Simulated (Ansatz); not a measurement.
# Mo (Im-3m) in Ansatz: notebook

One crystal, Mo, is run at these levels: PBE, revPBE+D4, RPBE+D3(BJ); tasks: single point, relaxation of cell and atoms.

Everything below comes from runs of Ansatz 0.2.0. Logs are shortened: lines on timing, memory, paths and dates and some standing lists are left out, and cuts for length are marked.

### Step 1. Starting point

Symmetry: Im-3m, No. 229, cubic system. The conventional cell has a = 3.168 Å, b = 3.168 Å, c = 3.168 Å, α = 90.00°, β = 90.00°, γ = 90.00°. Mo (site symmetry m-3m) is surrounded by 8 Mo at 2.74 Å.

### Step 2. Single point, PBE

input.yaml reads:

```yaml
crystal:
  lattice:
    - [-1.5838089719, 1.5838089719, 1.5838089719]
    - [1.5838089719, -1.5838089719, 1.5838089719]
    - [1.5838089719, 1.5838089719, -1.5838089719]
  atoms:
    - { symbol: Mo, position: [0.0, 0.0, 0.0] }
kpoints:
  mp_grid: { grid: [12, 12, 12] }
scf:
  occupations: { method: gaussian, width: 0.018 }
hamiltonian:
  xc: pbe
  pseudopotentials: { kind: all_electron, lapw: { basis_error: 0.001 } }
output:
  forces: true
  stress: true
  eigenvalues: true
```

Potentials or basis: all-electron LAPW, scalar-relativistic.

Started as:

```console
> ansatz run input.yaml --threads 1 --pin off --max-ram 3072MiB --backend cpu --events-out ev --progress --plain --runs-dir out
```

The log of the run:

```text
Warning: RAYON_NUM_THREADS=1 ignored (pool sized by the plan → 1); use --threads N
LAPW: plane waves up to 8.080 Å⁻¹, error target 1.0e-3 eV per atom; small_component_spin mean_spin; Mo in spheres of 1.372 Å, 30 of its electrons in bands, Dirac shells [] (how accurate: hamiltonian.pseudopotentials.lapw.basis_error, Limitations)
Engine: ansatz 0.2.0, aarch64-unknown-linux-gnu
Pseudopotentials: kind: all_electron
Pseudopotential: Mo, LAPW, valence charge 30, lapw/all_electron/scalar/gaussian/Mo, Koelling and Harmon's equation, gaussian nucleus
Functional definition: PBE
  parameter kappa = 0.804
  parameter beta = 0.06672455060314922
  exchange = pbe_x(kappa = kappa, mu = beta*pi^2/3)
  correlation = pbe_c(beta = beta)
Crystal: 1 atoms, lattice volume = 15.892 Å³
Basis set: ecut = 248.74271778401786 eV, 141 PW (Γ), exchange–correlation at level 2
Bands: 19, of which v1, the nominal top of the filled ones, is band 15 counted from 1 (14 counted from 0)
Symmetry: 48 space group operations
Space group: Im-3m (ITA 229), of the structure as read, at distance tolerance 2.5e-5 Å
k-points: 72 of 1728
Non-local potential: Mo, projectors of the file, none
Initial density: superposition of atomic densities (chi_scale 0.1, normalization cell)
Initial wavefunctions: plane waves of lowest kinetic energy (no species holds an atomic orbital)
Functional: x = pbe(κ = 0.804, μ = 0.2195149727645171), c = pbe(β = 0.06672455060314922)
iter 1 solved again at ethr=8.97e-4 eV; its pass at ethr=1.00e-1 eV (dr2=2.69e-1 eV) is discarded
SCF iter   1: F=—  HF=-110178.473185 eV  |F-HF|=—  |Δ(HF+E_count)|=         —  Δρ=5.38e-2  dr2=2.70e-1  ethr=8.97e-4  ⟨swp⟩=2.4  Hψ=8412  notcnv=0
preconditioner: auto → Kerker (q_TF=auto, 3.033 Å⁻¹)  [metal: Δε(μ)=0.004 eV  Ē_g=8.502 eV  σ=0.018 eV  W_gap=0.12  n_scr=12 (ndim 8)  ℏωp=22.8 eV  f_vac=0.000  D(μ)=1.29/eV (n_scr^D=12)]
SCF iter   2: F=—  HF=-110177.879583 eV  |F-HF|=—  |Δ(HF+E_count)|=   5.94e-1  Δρ=2.27e-2  dr2=5.76e-2  ethr=8.97e-4  ⟨swp⟩=2.2  Hψ=4237  notcnv=0
preconditioner: auto → none  [insulator: Δε(μ)=0.102 eV  Ē_g=8.229 eV  σ=0.018 eV  W_gap=0.75  n_scr=12 (ndim 8)  ℏωp=22.8 eV  f_vac=0.000  D(μ)=0.70/eV (n_scr^D=12)  ε∞_Penn≈8.7]
SCF iter   3: F=—  HF=-110177.861361 eV  |F-HF|=—  |Δ(HF+E_count)|=         —  Δρ=8.70e-3  dr2=8.86e-3  ethr=1.92e-4  ⟨swp⟩=2.0  Hψ=4159  notcnv=0  defer=1
the basis was enlarged: its passes take 557.4 KiB over the memory plan, 1 of 1 planned eigensolver slots
iter 4 solved again at ethr=2.19e-7 eV; its pass at ethr=2.95e-5 eV (dr2=6.57e-5 eV) is discarded
SCF iter   4: F=—  HF=-110177.861443 eV  |F-HF|=—  |Δ(HF+E_count)|=   8.17e-5  Δρ=7.42e-4  dr2=6.53e-5  ethr=2.19e-7  ⟨swp⟩=2.0  Hψ=6761  notcnv=0
SCF iter   5: F=—  HF=-110177.861435 eV  |F-HF|=—  |Δ(HF+E_count)|=   7.55e-6  Δρ=6.29e-5  dr2=3.24e-7  ethr=2.18e-7  ⟨swp⟩=2.0  Hψ=3961  notcnv=0
SCF iter   6: F=-110177.861436 eV  HF=-110177.861436 eV  |F-HF|=6.69e-10  |Δ(HF+E_count)|=   2.75e-7  Δρ=2.26e-6  dr2=4.87e-10  ethr=1.08e-9  ⟨swp⟩=3.0  Hψ=4093  notcnv=0
SCF 1 converged in 6 iterations: F = -110177.861436 eV  dr2 = 4.87e-10
SCF converged after 6 iterations
Free energy (F): -110177.861436 eV
Harris-Foulkes:  -110177.861436 eV  (|F-HF|=6.69e-10)
Internal energy: -110177.861355 eV  (E = F + TS)
E sigma→0 (E₀):  -110177.861395 eV
Entropy (-TS):   -0.000081 eV (-0.081 meV/atom)
Fermi energy:    22.948562 eV
--- Per-component energies (eV) ---
  E_band       = -4093.153670
  E_kinetic    = 114177.347548
  E_xc         = -3370.964003
  E_electrostatic = -220984.244900  (all electrons and nuclei)
  E_smearing   = -0.000081  (= −TS)
  E_closure    = 0.000000  (closes the sum)
  E_atoms      = -110166.923224  (free atoms, spherical and without spin; not in F)
  Σ components = -110177.861436   (vs F -110177.861436, Δ=0.00e0)
  Basis errors (estimates in eV, not in F): energy 2.5e-4 per atom: plane waves 2.0e-4 (1.0e-4 summed), levels above the bands 0.0e0, relativity 6.3e-8, radial functions 4.5e-5, core shells 1.4e-7; eigenvalues (radial functions only) 2.2e-6; not estimated: angular momenta, meshes, grids; target (lapw.basis_error) 1.0e-3; muffin-tin radii Mo 1.372 Å
--- Forces (eV/Å), atoms counted from 1 ---
  atom   1  Mo    -0.00000000    -0.00000000     0.00000000
  max |Σ_I F_I| component: 2.22e-31 eV/Å
--- Stress (GPa, compression-positive) ---
       -1.942647      -0.000000      -0.000000
       -0.000000      -1.942647      -0.000000
       -0.000000      -0.000000      -1.942647
  P = ⅓ Tr σ = -1.9426 GPa (-19.426 kbar)
--- Band table (eV; the first three rows and the last of 72) ---
  k-point 0: bands = ["-352.8963", "-352.8963", "-352.8963", "-194.7953", "-194.7953", "-194.7664", "-194.7664", "-194.7664", "-38.2720", "-11.5677", "-11.5677", "-11.5677", "15.8337", "21.6766", "21.6766", "21.6766", "24.6393", "24.6393", "37.6746"]
  k-point 1: bands = ["-352.8963", "-352.8963", "-352.8963", "-194.7953", "-194.7953", "-194.7664", "-194.7664", "-194.7664", "-38.2558", "-11.6627", "-11.5971", "-11.5683", "16.1319", "21.5106", "21.6453", "21.9574", "24.4089", "24.6449", "37.8848"]
  k-point 2: bands = ["-352.8963", "-352.8963", "-352.8963", "-194.7953", "-194.7953", "-194.7664", "-194.7664", "-194.7664", "-38.2112", "-11.9173", "-11.6767", "-11.5702", "16.9216", "21.0884", "21.4988", "22.7735", "24.0835", "24.6838", "38.1755"]
  k-point 71: bands = ["-352.8963", "-352.8963", "-352.8963", "-194.7953", "-194.7953", "-194.7664", "-194.7664", "-194.7664", "-37.8504", "-12.4859", "-12.4859", "-12.4859", "17.6973", "17.6973", "26.8933", "26.8933", "26.8933", "31.9300", "31.9300"]
```

Wall time 4.7 s (1 thread of Arm Neoverse V2, shared host); peak memory 0.26 GiB.

What came out:

```
Free energy            : -110177.8614 eV
Pressure               : -1.9 GPa
Band gap on the k mesh : none (metal or under the smearing width)
```

### Step 3. Single point, PBE

Changes to input.yaml since step 2:

```diff
@@ -10,3 +10,3 @@
 scf:
-  occupations: { method: gaussian, width: 0.018 }
+  occupations: { method: gaussian, width: 0.011 }
 hamiltonian:
```

Potentials or basis: all-electron LAPW, scalar-relativistic.

Started as:

```console
> ansatz run input.yaml --threads 1 --pin off --max-ram 3072MiB --backend cpu --events-out ev --progress --plain --runs-dir out
```

Run time: 4.7 s. Hardware: 1 thread of Arm Neoverse V2, shared host; peak memory 0.26 GiB.

The run converged. Its results:

| Quantity | Value |
| --- | --- |
| Free energy | -110177.8614 eV |
| Pressure | -1.9 GPa |
| Band gap on the k mesh | none (metal or under the smearing width) |

Levels at points of the mesh, in eV from the Fermi level:
```
              k point  band 13  band 14  band 15  band 16  band 17  band 18
   (0.00, 0.00, 0.00)    -7.11    -1.27    -1.27    -1.27     1.69     1.69
  (0.00, 0.00, -0.50)    -5.16    -3.26     1.62     1.71     2.33     4.69
(-0.50, -0.50, -0.50)    -5.25    -5.25     3.95     3.95     3.95     8.98
```

### Step 4. Relaxation of cell and atoms, revPBE+D4

Changes to input.yaml since step 3:

```diff
@@ -10,5 +10,6 @@
 scf:
-  occupations: { method: gaussian, width: 0.011 }
+  occupations: { method: fermi_dirac, width: 0.05 }
 hamiltonian:
-  xc: pbe
+  xc: revpbe
+  dispersion: d4
   pseudopotentials: { kind: all_electron, lapw: { basis_error: 0.001 } }
@@ -17,2 +18,5 @@
   stress: true
-  eigenvalues: true
+relax:
+  f_tol: 0.02
+  max_steps: 60
+  cell: {}
```

Started as:

```console
> ansatz run input.yaml --threads 1 --pin off --max-ram 3072MiB --backend cpu --events-out ev --progress --plain --runs-dir out
```

Wall time 17 s (1 thread of Arm Neoverse V2, shared host); peak memory 0.27 GiB.

It converged, with:

| Property | Result |
| --- | --- |
| Free energy | -110183.8039 eV |
| Relaxed volume | 15.36 Å³/atom |
| Relaxed cell | a = 2.712 Å, b = 2.712 Å, c = 2.712 Å, α = 109.47°, β = 109.47°, γ = 109.47° |
| Space group after relaxing (to 0.05 Å) | Im-3m (No. 229) |
| Energy gained by relaxing | 14.9 meV/atom |
| Ionic steps | 4 |
| Pressure after relaxing | 0.0 GPa |

Step by step:
| step | energy change (eV) | largest force (eV/Å) | volume (Å³) |
| --- | --- | --- | --- |
| 1 | 0.0000 | 0.0000 | 15.89 |
| 2 | -0.0147 | 0.0000 | 15.42 |
| 3 | -0.0149 | 0.0000 | 15.36 |
| 4 | -0.0149 | 0.0000 | 15.36 |

Final structure:
```
Mo
1.0
    -1.56598    1.56598    1.56598
     1.56598   -1.56598    1.56598
     1.56598    1.56598   -1.56598
Mo
1
Direct
  0.00000 0.00000 0.00000
```

### Step 5. Relaxation of cell and atoms, RPBE+D3(BJ)

Changes to input.yaml since step 4:

```diff
@@ -12,4 +12,4 @@
 hamiltonian:
-  xc: revpbe
-  dispersion: d4
+  xc: rpbe
+  dispersion: d3bj
   pseudopotentials: { kind: all_electron, lapw: { basis_error: 0.001 } }
@@ -19,3 +19,3 @@
 relax:
-  f_tol: 0.02
+  f_tol: 0.005
   max_steps: 60
```

Potentials or basis: all-electron LAPW, scalar-relativistic.

Started as:

```console
> ansatz run input.yaml --threads 1 --pin off --max-ram 3072MiB --backend cpu --events-out ev --progress --plain --runs-dir out
```

The log of the run:

```text
Warning: RAYON_NUM_THREADS=1 ignored (pool sized by the plan → 1); use --threads N
The last accepted step is kept in <dir> (removed where the run ends without a failure and the disk answers)
LAPW: plane waves up to 8.348 Å⁻¹, error target 1.0e-3 eV per atom; small_component_spin mean_spin; Mo in spheres of 1.330 Å, 30 of its electrons in bands, Dirac shells [] (how accurate: hamiltonian.pseudopotentials.lapw.basis_error, Limitations)
[... 3 set-up lines as earlier in the session ...]
Functional definition: RPBE
[... 2 set-up lines as earlier in the session ...]
  exchange = rpbe_x(kappa = kappa, mu = beta*pi^2/3)
[... 1 set-up line as earlier in the session ...]
Crystal: 1 atoms, lattice volume = 15.892 Å³
Basis set: ecut = 265.53668595611543 eV, 141 PW (Γ), exchange–correlation at level 2
Bands: 19, of which v1, the nominal top of the filled ones, is band 15 counted from 1 (14 counted from 0)
[... 2 set-up lines as earlier in the session ...]
k-points: 72 of 1728
[... 1 set-up line as earlier in the session ...]
[... 65 lines left out ...]
--- Per-component energies (eV) ---
  E_band       = -3955.105109
  E_kinetic    = 114199.910230
  E_xc         = -3381.148853
  E_electrostatic = -221003.260029  (all electrons and nuclei)
  E_disp       = -4.830236  (pairwise vdW)
  E_smearing   = -0.002536  (= −TS)
  E_closure    = 0.000000  (closes the sum)
  E_atoms      = -110174.504001  (free atoms, spherical and without spin; not in F)
  Σ components = -110189.331424   (vs F -110189.331424, Δ=0.00e0)
  Basis errors (estimates in eV, not in F): energy 2.5e-4 per atom: plane waves 2.1e-4 (1.2e-4 summed), levels above the bands 7.7e-92, relativity 6.2e-8, radial functions 3.0e-5, core shells 1.5e-6; eigenvalues (radial functions only) 1.5e-6; not estimated: angular momenta, meshes, grids; target (lapw.basis_error) 1.0e-3; muffin-tin radii Mo 1.263 Å
--- Forces (eV/Å), atoms counted from 1 ---
  atom   1  Mo     0.00000000    -0.00000000     0.00000000
  max |Σ_I F_I| component: 8.01e-32 eV/Å
--- Stress (GPa, compression-positive) ---
       -0.004065       0.000000       0.000000
        0.000000      -0.004065       0.000000
        0.000000       0.000000      -0.004065
  P = ⅓ Tr σ = -0.0041 GPa (-0.041 kbar)
--- Relaxed structure (4 steps of the walk, 4 accepted, 1 SCFs on fresh bases) ---
  F+E_penalty+E_count = -110189.33142370 eV   max|allowed force component| = 0.000e0 eV/Å   (the final SCF, on the basis selected at the relaxed cell)
  cell:  # Å, volume = 13.5951 Å³
    - [-1.5035129455467757, 1.5035129455467757, 1.5035129455467757]
    - [1.5035129455467757, -1.5035129455467757, 1.5035129455467757]
    - [1.5035129455467757, 1.5035129455467757, -1.5035129455467757]
  atoms:
    - { symbol: Mo, position: [0.0, 0.0, 0.0] }
```

Run time: 15 s. Hardware: 1 thread of Arm Neoverse V2, shared host; peak memory 0.27 GiB.

Results:

```
Free energy                            : -110189.3314 eV
Relaxed volume                         : 13.60 Å³/atom
Relaxed cell                           : a = 2.604 Å, b = 2.604 Å, c = 2.604 Å, α = 109.47°, β = 109.47°, γ = 109.47°
Space group after relaxing (to 0.05 Å) : Im-3m (No. 229)
Energy gained by relaxing              : 359.3 meV/atom
Ionic steps                            : 5
Pressure after relaxing                : 0.0 GPa
```

The path:
| step | energy change (eV) | largest force (eV/Å) | volume (Å³) |
| --- | --- | --- | --- |
| 1 | 0.0000 | 0.0000 | 15.89 |
| 2 | -0.3587 | 0.0000 | 13.68 |
| 3 | -0.3593 | 0.0000 | 13.57 |
| 4 | -0.3593 | 0.0000 | 13.60 |
| 5 | -0.3593 | 0.0000 | 13.60 |

Final structure:
```xyz
1
Lattice="-1.5035 1.5035 1.5035 1.5035 -1.5035 1.5035 1.5035 1.5035 -1.5035" Properties=species:S:1:pos:R:3 pbc="T T T"
Mo    0.0000    0.0000    0.0000
```

### Step 6. The runs side by side

| task | level | cell | cutoff (eV) | smearing | gap on the mesh (eV) | pressure (GPa) | relaxed volume (Å³/atom) |
| --- | --- | --- | --- | --- | --- | --- | --- |
| single point | PBE | as given | 249 | gaussian 0.018 eV | none | -1.9 | - |
| single point | PBE | as given | 249 | gaussian 0.011 eV | none | -1.9 | - |
| relaxation of cell and atoms | revPBE+D4 | relaxed | - | fermi-dirac 0.05 eV | - | 0.0 | 15.36 |
| relaxation of cell and atoms | RPBE+D3(BJ) | relaxed | - | fermi-dirac 0.05 eV | - | 0.0 | 13.60 |

Alike in all rows: potentials or basis all-electron LAPW, scalar-relativistic; no spin polarisation; k mesh 12 × 12 × 12; basis error allowed 0.001 eV/atom.

Compare energies only between runs with the same functional and basis.
